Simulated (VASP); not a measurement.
# A single sheet of SrHBrO in VASP, part 2 of 3

Wanted: how a single sheet of SrHBrO relaxes, and what it costs to take an electron out.

VASP 6.6.1; PBE with D3(BJ); plane waves and PAW (Br, Sr_sv, H, O).

So far. Step 3 (Going on with the relaxation): The run ended after 5 ionic steps, 0.001 eV below its first step, once the forces on the free atoms met EDIFFG = -0.03.

## 4. Vacuum level and density of states

A static run writes the electrostatic potential without exchange and correlation (LVHAR), which is flat in the vacuum and gives the level to count from. The dipole correction cancels the field that unlike faces would set up across the vacuum.

Input file INCAR:

```
SYSTEM = SrHBrO
PREC = Normal
ENCUT = 400
EDIFF = 1E-06
NELM = 120
ISMEAR = 0
SIGMA = 0.05
LREAL = .FALSE.
ALGO = Fast
GGA = PE
IVDW = 12
NBANDS = 44
LORBIT = 11
LWAVE = .TRUE.
LCHARG = .TRUE.
IDIPOL = 3
LDIPOL = .TRUE.
DIPOL = 0.5 0.5 0.5
LVHAR = .TRUE.
LVACPOTAV = .TRUE.
LELF = .TRUE.
NEDOS = 1500
```

Input file POSCAR:

```
SrHBrO
1.0
    5.9505773880      0.0000000000      0.0000000000
    4.3689443940      4.0400118980      0.0000000000
    0.0000000000      0.0000000000     19.6503130456
Br Sr H O
2 2 2 2
Direct
    0.4524714482      0.4524714482      0.6183925673
    0.3536875148      0.3536875148      0.3816074327
    0.1545868284      0.1545868284      0.5794045954
    0.6515721346      0.6515721346      0.4205954046
    0.8209011017      0.8209011017      0.5431331239
    0.9852578613      0.9852578613      0.4568668761
    0.7336129908      0.7336129908      0.5363881284
    0.0725459722      0.0725459722      0.4636118716
```

Input file KPOINTS:

```
Automatic mesh
0
Gamma
6 6 1
0 0 0
```

Input file KPOINTS_OPT:

```
Line mode
14
Line-mode
Reciprocal
  0.00000000   0.00000000   0.00000000 GAMMA
  0.28831653  -0.28831653   0.00000000 X

  0.28831653  -0.28831653   0.00000000 X
  0.71168347   0.28831653   0.00000000 A1

  0.71168347   0.28831653   0.00000000 A1
  0.50000000   0.50000000   0.00000000 Y

  0.50000000   0.50000000   0.00000000 Y
  0.00000000   0.00000000   0.00000000 GAMMA
```

PAW data sets: Br, Sr_sv, H and O (PBE family, release 64).

Launch:

```
> mpirun -np 4 vasp_std
```

The program printed:

```text
[banner, memory and clock lines left out]
running    4 mpi-ranks, on    1 nodes
 distrk:  each k-point on    4 cores,    1 groups
 distr:  one band on    1 cores,    4 groups

 POSCAR found type information on POSCAR BrSrH O
 POSCAR found :  4 types and       8 ions
 LDA part: xc-table for (Slater+PW92), standard interpolation
 POSCAR, INCAR and KPOINTS ok, starting setup
 FFT: planning ... GRIDC
 FFT: planning ... GRID_SOFT
 FFT: planning ... GRID
 WAVECAR not read
 entering main loop
       N       E                     dE             d eps       ncg     rms          rms(c)
DAV:   1     0.335388146433E+03    0.33539E+03   -0.16749E+04  1264   0.683E+02
DAV:   2     0.410056162014E+01   -0.33129E+03   -0.31450E+03  1548   0.197E+02
DAV:   3    -0.428884755480E+02   -0.46989E+02   -0.46612E+02  1672   0.674E+01
DAV:   4    -0.442295423165E+02   -0.13411E+01   -0.13319E+01  1632   0.125E+01
DAV:   5    -0.443170133441E+02   -0.87471E-01   -0.87418E-01  1776   0.232E+00    0.231E+01
RMM:   6    -0.390767728187E+02    0.52402E+01   -0.13874E+01  1437   0.105E+01    0.145E+01
RMM:   7    -0.388749411560E+02    0.20183E+00   -0.12574E+00  1593   0.324E+00    0.913E+00
RMM:   8    -0.387850170363E+02    0.89924E-01   -0.53683E-01  1595   0.302E+00    0.280E+00
RMM:   9    -0.387908298982E+02   -0.58129E-02   -0.11097E-01  1853   0.105E+00    0.761E-01
RMM:  10    -0.387939063638E+02   -0.30765E-02   -0.27464E-02  1913   0.495E-01    0.584E-01
RMM:  11    -0.387932536339E+02    0.65273E-03   -0.10579E-02  2013   0.292E-01    0.130E-01
RMM:  12    -0.387942983464E+02   -0.10447E-02   -0.52829E-03  2030   0.196E-01    0.652E-02
RMM:  13    -0.387951313929E+02   -0.83305E-03   -0.19506E-03  2106   0.127E-01    0.825E-02
RMM:  14    -0.387963899065E+02   -0.12585E-02   -0.10569E-03  2060   0.100E-01    0.278E-02
RMM:  15    -0.387967489225E+02   -0.35902E-03   -0.51689E-04  2154   0.632E-02    0.133E-02
RMM:  16    -0.387969295509E+02   -0.18063E-03   -0.26388E-04  2141   0.454E-02    0.151E-02
RMM:  17    -0.387970355374E+02   -0.10599E-03   -0.13452E-04  2123   0.313E-02    0.106E-02
RMM:  18    -0.387972044031E+02   -0.16887E-03   -0.81206E-05  2088   0.246E-02    0.616E-03
RMM:  19    -0.387972771707E+02   -0.72768E-04   -0.44157E-05  1999   0.172E-02    0.587E-03
RMM:  20    -0.387973582263E+02   -0.81056E-04   -0.25759E-05  1999   0.134E-02    0.174E-03
RMM:  21    -0.387973792155E+02   -0.20989E-04   -0.14655E-05  1796   0.978E-03    0.139E-03
RMM:  22    -0.387973880022E+02   -0.87867E-05   -0.85796E-06  1674   0.735E-03    0.125E-03
RMM:  23    -0.387973908510E+02   -0.28488E-05   -0.50632E-06  1544   0.555E-03    0.122E-03
RMM:  24    -0.387973918937E+02   -0.10427E-05   -0.31387E-06  1503   0.432E-03    0.110E-03
RMM:  25    -0.387973924848E+02   -0.59110E-06   -0.20094E-06  1461   0.336E-03
|                                                                             |
|           W    W    AA    RRRRR   N    N  II  N    N   GGGG   !!!           |
|           W    W   A  A   R    R  NN   N  II  NN   N  G    G  !!!           |
|           W    W  A    A  R    R  N N  N  II  N N  N  G       !!!           |
|           W WW W  AAAAAA  RRRRR   N  N N  II  N  N N  G  GGG   !            |
|           WW  WW  A    A  R   R   N   NN  II  N   NN  G    G                |
|           W    W  A    A  R    R  N    N  II  N    N   GGGG   !!!           |
|                                                                             |
|     Did not find any points to average over, which means that no vacuum     |
|     field-free region was found. Please increase the size of  your cell     |
|     in the dimension of the dipole correction to obtain accurate            |
|     workfunction values.                                                    |
|                                                                             |

   1 F= -.39662299E+02 E0= -.39662299E+02  d E =-.117486E-10
 Start KPOINTS_OPT (optional k-point list driver)
k-point batch [1-13\56]
       N       E                     dE             ncg
DAV:   1    -0.402604642233E+04   -0.11097E+05     1232
DAV:   2    -0.796629085468E+04   -0.39402E+04     1564
DAV:   3    -0.855682787794E+04   -0.59054E+03     1696
DAV:   4    -0.857574060273E+04   -0.18913E+02     1704
DAV:   5    -0.857672676413E+04   -0.98616E+00     1792
DAV:   6    -0.857674173990E+04   -0.14976E-01     1632
DAV:   7    -0.857674208847E+04   -0.34856E-03     1808
DAV:   8    -0.857674209473E+04   -0.62626E-05     1616
DAV:   9    -0.857674209486E+04   -0.13101E-06     1144
[...]
k-point batch [53-56\56]
       N       E                     dE             ncg
DAV:   1     0.229090672132E+04   -0.13965E+04      368
DAV:   2     0.105381756619E+04   -0.12371E+04      476
DAV:   3     0.858617114516E+03   -0.19520E+03      484
DAV:   4     0.851979637652E+03   -0.66375E+01      544
DAV:   5     0.851592756408E+03   -0.38688E+00      520
DAV:   6     0.851586617782E+03   -0.61386E-02      528
DAV:   7     0.851586476327E+03   -0.14146E-03      552
DAV:   8     0.851586473817E+03   -0.25098E-05      504
DAV:   9     0.851586473777E+03   -0.40268E-07      320
 writing wavefunctions
```

It took 2.2 min on 4 MPI ranks of Intel Xeon Platinum 8488C (Sapphire Rapids), shared host; peak memory 1.1 GiB; 8.9 min of CPU time.

Parts of OUTCAR (step 4):

```text
 Found     13 irreducible k-points:

   k-points           NKPTS =     13   k-points in BZ     NKDIM =     13   number of bands    NBANDS=     44

   NELECT =      48.0000    total number of electrons

 E-fermi :  -3.9170

 k-point     1 :       0.0000    0.0000    0.0000
  band No.  band energies     occupation
    ...
     20      -4.8640      2.00000
     21      -4.7456      2.00000
     22      -4.4426      2.00000
     23      -4.3179      2.00000
     24      -4.1292      2.00000
     25      -0.0281      0.00000
     26       0.7133      0.00000
     27       1.8272      0.00000
     28       2.1516      0.00000
     29       2.2495      0.00000
    ...

 k-point     2 :       0.1667    0.0000    0.0000
  band No.  band energies     occupation
    ...
     20      -4.8208      2.00000
     21      -4.6881      2.00000
     22      -4.5548      2.00000
     23      -4.3943      2.00000
     24      -4.3718      2.00000
     25       0.4264      0.00000
     26       0.9982      0.00000
     27       1.9966      0.00000
     28       2.2496      0.00000
     29       2.3840      0.00000
    ...

 Edisp (eV)   -0.86491

  Total      -4.23481    -3.18682    -1.43721    -0.48455    -0.05643    -0.14415
  in kB     -14.36261   -10.80828    -4.87438    -1.64337    -0.19139    -0.48888
  external pressure =      -10.02 kB  Pullay stress =        0.00 kB

 POSITION                                       TOTAL-FORCE (eV/Angst)
 -----------------------------------------------------------------------------------
      4.66929      1.82799     12.15161        -0.025494     -0.009981      0.001374
      3.64989      1.42890      7.49871         0.025494      0.009981     -0.001374
      1.59526      0.62453     11.38548        -0.006179     -0.002419      0.001231
      6.72391      2.63236      8.26483         0.006179      0.002419     -0.001231
      8.47131      3.31645     10.67274        -0.001224     -0.000479      0.024414
     10.16739      3.98045      8.97758         0.001224      0.000479     -0.024414
      7.57054      2.96381     10.54019        -0.017944     -0.007025      0.012832
      0.74864      0.29309      9.11012         0.017944      0.007025     -0.012832
 -----------------------------------------------------------------------------------
    total drift:                                0.000173      0.000068     -0.000075

  FREE ENERGIE OF THE ION-ELECTRON SYSTEM (eV)
  ---------------------------------------------------
  free  energy   TOTEN  =       -39.6622987001 eV

  energy  without entropy=      -39.6622987001  energy(sigma->0) =      -39.66229870

 vacuum level on the upper side and lower side of the slab         2.066         2.066

 total charge
# of ion       s       p       d       tot
------------------------------------------
    1        1.600   3.283   0.002   4.885
    2        1.600   3.283   0.002   4.885
    3        2.004   5.771   0.193   7.968
    4        2.004   5.771   0.193   7.968
    5        0.617   0.116   0.000   0.733
    6        0.617   0.116   0.000   0.733
    7        1.580   3.577   0.000   5.158
    8        1.580   3.577   0.000   5.158
--------------------------------------------------
tot         11.603  25.496   0.389  37.489

[... 8 parts as in an earlier step ...]

[... 6 further parts left out ...]
```

This step gave:

| Item | Value |
| --- | --- |
| electronic cycles | 25 |
| Fermi energy | -3.917 eV |
| least gap on mesh and path | 4.101 eV |
| least direct gap on mesh and path | 4.101 eV |
| dipole moment | 0, 0, -3.00e-6 e·Å |
| vacuum levels | 2.066, 2.066 eV |
| ionisation potentials of the upper and lower face | 6.195, 6.195 eV |
| electron affinities of the upper and lower face | 2.094, 2.094 eV |

The electronic bands at the labelled points (eV, zero at the valence-band top; v1 is the highest filled band, c1 the lowest empty one):

```csv
point,v4,v3,v2,v1,c1,c2,c3,c4
Γ,-0.62,-0.31,-0.19,0.00,4.10,4.84,5.96,6.28
0.54 of the way,-0.72,-0.56,-0.28,-0.28,5.18,5.56,6.31,6.31
X,-0.65,-0.58,-0.26,-0.22,5.85,5.95,6.14,6.28
0.46 of the way,-0.67,-0.61,-0.25,-0.24,5.82,5.98,6.03,6.13
A1,-0.65,-0.58,-0.26,-0.22,5.85,5.95,6.14,6.28
0.46 of the way,-0.53,-0.51,-0.31,-0.24,5.57,5.58,6.07,6.49
Y,-0.30,-0.24,-0.23,-0.20,5.40,5.42,5.53,6.09
0.46 of the way,-0.41,-0.27,-0.21,-0.10,4.75,5.19,5.72,6.13
Γ,-0.62,-0.31,-0.19,0.00,4.10,4.84,5.96,6.28
```

Of the projections kept (Br, Sr, H, O), the largest for each band there; the rest of the weight can lie on other orbitals:

```csv
point,v4,v3,v2,v1,c1,c2,c3,c4
Γ,Br 0.87,Br 0.86,Br 0.90,Br 0.71,Sr 0.41,Sr 0.38,Br 0.44,Sr 0.81
X,Br 0.60,Br 0.52,Br 0.74,Br 0.98,Sr 0.78,Sr 0.81,Sr 0.84,Sr 0.54
A1,Br 0.60,Br 0.52,Br 0.74,Br 0.98,Sr 0.78,Sr 0.81,Sr 0.84,Sr 0.54
Y,Br 0.95,Br 0.61,Br 0.98,Br 0.97,Sr 0.54,Sr 0.72,Sr 0.65,Sr 0.61
Γ,Br 0.87,Br 0.86,Br 0.90,Br 0.71,Sr 0.41,Sr 0.38,Br 0.44,Sr 0.81
```

The density of states has structure finer than the step of the table below, so its rows give means over 1 eV, whole bins alone (the curve runs from -12.0 to 12.1 eV). Peaks (eV: height): total -1.1: 20.7, -0.6: 18.9, -0.2: 34.5, 6.3: 16.0; Br p -1.1: 2.91, -0.7: 7.16, -0.2: 17.2; Sr d 6.3: 4.04, 7.0: 3.47, 7.7: 4.25, 8.7: 4.23; H s -4.6: 1.88, -4.4: 2.24; O p -4.6: 5.13, -4.4: 6.39, -1.1: 9.04, -0.6: 4.09.

Density of states against energy, zero at the valence-band top; means over each step; values in states/eV/cell:

```csv
energy (eV),total,Br p,Sr d,H s,O p
-6,0,0,0,0,0
-5,2.10,0.0106,0.0234,0.377,1.03
-4,1.88,0.00952,0.0242,0.340,0.968
-3,0,0,0,0,0
-2,1.52,0.253,0.0233,0.00132,0.555
-1,12.6,3.34,0.264,0.0152,3.87
0,5.94,2.96,0.0385,0.00239,0.592
1,0,0,0,0,0
2,0,0,0,0,0
3,0,0,0,0,0
4,0.182,0.00232,0.00115,4.0e-4,0.00213
5,1.96,0.0597,0.0868,0.00270,0.0335
6,6.69,0.143,1.24,0.0323,0.212
7,9.34,0.197,2.37,0.0334,0.188
8,9.46,0.207,2.29,0.0315,0.120
9,9.53,0.337,2.32,0.0275,0.287
10,2.66,0.0946,0.483,0.0193,0.130
11,0.0980,0.00163,0.0174,1.0e-4,0.0107
```

The planar average of the electrostatic potential oscillates, so the rows of the table below give means over windows of 0.5 Å about each position, cut where the curve ends. Its maxima inside the range that stand out by 2 % of the span (Å: eV): 8.49: 0.0165, 9.82: 4.51, 11.16: 0.0164. Its minima: 7.78: -3.39, 8.90: -0.656, 10.75: -0.656, 11.87: -3.39.

Zero at the Fermi level. The planar average of the electrostatic potential by height; means over each step:

height (Å), planar average of the electrostatic potential (eV) and a bar from the least value:
```
      0.0       5.98 ##############################
      0.5       5.98 ##############################
      1.0       5.98 ##############################
      1.5       5.98 ##############################
      2.0       5.98 ##############################
      2.5       5.98 ##############################
      3.0       5.98 ##############################
      3.5       5.98 ##############################
      4.0       5.98 ##############################
      4.5       5.98 ##############################
      5.0       5.96 ##############################
      5.5       5.90 ##############################
      6.0       5.63 #############################
      6.5       4.48 #########################
      7.0       0.49 ############
      7.5      -2.78 #
      8.0      -2.49 ##
      8.5      -0.30 #########
      9.0      -0.22 ##########
      9.5       2.80 ####################
     10.0       3.71 #######################
     10.5       0.38 ############
     11.0      -0.29 #########
     11.5      -1.68 #####
     12.0      -3.12 
     12.5      -0.80 ########
     13.0       3.59 ######################
     13.5       5.43 ############################
     14.0       5.85 ##############################
     14.5       5.95 ##############################
     15.0       5.98 ##############################
     15.5       5.98 ##############################
     16.0       5.98 ##############################
     16.5       5.98 ##############################
     17.0       5.98 ##############################
     17.5       5.98 ##############################
     18.0       5.98 ##############################
     18.5       5.98 ##############################
     19.0       5.98 ##############################
     19.5       5.98 ##############################
```

Density of states in the PAW spheres, an atom over height of the layer and energy from the Fermi level.

Ten even steps from '_' (0.00 states/eV) to '@' (3.16 states/eV), each cell a mean:
```
________________
________________
%%____....____%%
@@____----____@@
==____++++____==
::____####____::
______::::______
________________
________________
________________
________________
________________
________________
____::****::____
______....______
________________
________________
________________
________________
________________
________________
________________
```
Columns: height of the layer (Å) from 7.5 to 12.2 (not evenly spaced); rows upwards: energy from the Fermi level (eV) from -7.9 to 0.5.

Valence density in the ca plane at fractional y = 0.073, with atoms of O within 0.2 Å of it. It is the smooth field of the valence electrons, not physical close to the nuclei.

Ten steps, logarithmic in the rise over the least value, from '0' (0.0 e/Å³) to '9' (7.1 e/Å³), each cell a mean:
```
00000000000000000001357642100110000000000000
00000000000000000001234321000111000000000000
00000000000000000000112110000111100000000000
00000000000000000111110000001111110000000000
00000000000000011222110000001111110000000000
00000000000000012333210000011111100000000000
00000000000000012343210000111111000000000000
00000000000000012333210001111100000000000000
00000000000000012332210001111110000000000000
00000000000000001222110001133331000000000000
00000000000000000111111111356653100000000000
00000000000000000001122212467775200000000000
00000000000000000001245533478875200000000000
00000000000000000002478863467764100000000000
00000000000000000002589974345542100000000000
00000000000000000002479863222221000000000000
```
Columns run along c (16.0 Å, from fractional 0.05 to 0.87 of the cell), rows up along a (6.0 Å). Atoms in or near the plane, at fractional coordinates: O at (0.46, 0.07).

ELF in the ca plane at fractional y = 0.073, with atoms of O within 0.2 Å of it. It is the smooth field of the valence electrons, not physical close to the nuclei.

Ten even steps from '0' (0.00) to '9' (0.86), each cell a mean:
```
00000000000000000201259986300000000020000000
00000000000000000110038984103112221310000000
00000000000000000431015652001345544300000000
00000000000000004655312310000245655400000000
00000000000000445677653100001135665423000000
00000000000000557899874200110013554321000000
00000000000000467999985201430001334410000000
00000000000000378999975203431000124200000000
00000000000000267888643113410000002000000000
00000000000000036664313222102454100000000000
00000000000000014421002310037998620200000000
00000000000000001310013531069889840000000000
00000000000000000111258885169889840000000000
00000000000000000023699898349999720000000000
00000000000000000004798579526887300000000000
00000000000000000013578788511331000020000000
```
Columns run along c (16.0 Å, from fractional 0.03 to 0.85 of the cell), rows up along a (6.0 Å). Atoms in or near the plane, at fractional coordinates: O at (0.46, 0.07).

Electrostatic potential energy in the ca plane at fractional y = 0.073, with atoms of O within 0.2 Å of it. With pseudopotentials it is smooth inside the atoms' cores, unlike the true potential.

Ten even steps from '0' (-17 eV) to '9' (2 eV), each cell a mean:
```
99999999999997215898877889999999999999999999
99999999999997447999989999999999999999999999
99999999999998778999999999999999999999999999
99999999999999989999999999999999999999999999
99999999999999999999999999999999999999999999
99999999998889999999999999999999999999999999
99999999987789999999999999999999999999999999
99999999987788999999888899999999999999999999
99999999988788899998777788999999999999999999
99999999998888889886433567899999999999999999
99999999998888888863100257889999999999999999
99999999998888998851000036789999999999999999
99999999999999767751000036789999999999999999
99999999999997101762000046889999999999999999
99999999999994000574211357899999999999999999
99999999999996000787555678999999999999999999
```
Columns run along c (16.0 Å, from fractional 0.19 to 1.00 of the cell; values clipped at the 3rd and 97th percentile), rows up along a (6.0 Å). Atoms in or near the plane, at fractional coordinates: O at (0.46, 0.07).

The density of states holds every band computed, so its fall toward the upper end of the range is no gap.

The map of layer states is cut here 0.5 eV above the Fermi level, so it leaves out the states above that.

The vacuum level lies 6.20 eV above the highest filled level at the upper face; both faces agree, as the slab has next to no dipole.

The program found no field-free point at its default tolerance, but its printed level agrees with the flat part of the planar average.

(Continued in part 3 of 3.)

[Lines on the potential files, build, host, timing and source positions are cut from VASP's logs without a mark.]

[Logs are printed without paths, hosts, clocks, repeated set-up lines and the standing remarks that a program may print on its own settings, such as how far it seeks lower states.]

[Hosts, paths, dates, database ids (printed as entryN), source tags and the programs' standing remarks are cut or masked in the printed files.]

[In band tables of VASP the shares of atoms and orbitals are scaled to a sum of 1 inside the atoms' spheres.]

[Runs that stopped without an error message from VASP are left out.]
